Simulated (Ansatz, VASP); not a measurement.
**ScAl2: VASP beside Ansatz**

```xyz
6
Lattice="0.0000 3.9892 3.9892 3.9892 0.0000 3.9892 3.7747 3.7747 0.2145" Properties=species:S:1:pos:R:3 pbc="T T T"
Sc    3.8889    3.8889    4.0895
Sc    5.8161    5.8161    6.1516
Al    0.9705    0.9705    1.0241
Al    0.9705    2.9651    3.0187
Al    2.9651    0.9705    3.0187
Al    2.8579    2.8579    1.1313
```

Change from the starting cell: biaxial strain in the a-b plane, c and atoms relaxed: +6.0 %.

Alike in both runs: functional PBEsol; k mesh 8 × 8 × 8; occupations gaussian, width 0.1 eV; no spin polarisation.

Ansatz relaxed the structure, and its values are those at the end. VASP's run is a single point on that final structure, the one shown.

```csv
,VASP,Ansatz
version,VASP 6.6.1,Ansatz 0.2.0
potentials or method,"VASP PAW PBE potentials, release 64 (Sc_sv, Al)","scalar-relativistic, plane waves, PAW"
plane-wave cutoff (eV),520,420
valence electrons in the cell,34,34
```

Ansatz gave:

```
gap on the k mesh at the Fermi level (eV) : none
pressure (GPa)                            : -6.3
```

Task: Which values does VASP return?

Result: gap on the k mesh at the Fermi level (eV): none; pressure (GPa): -6.2.

A gap of «none» marks a metal or a gap that the smearing closes. The functional is the same, so the differences come from potentials, cutoffs and numerics.

Caveats: the PAW data sets were made with another functional, which shifts forces and pressure a little (VASP).
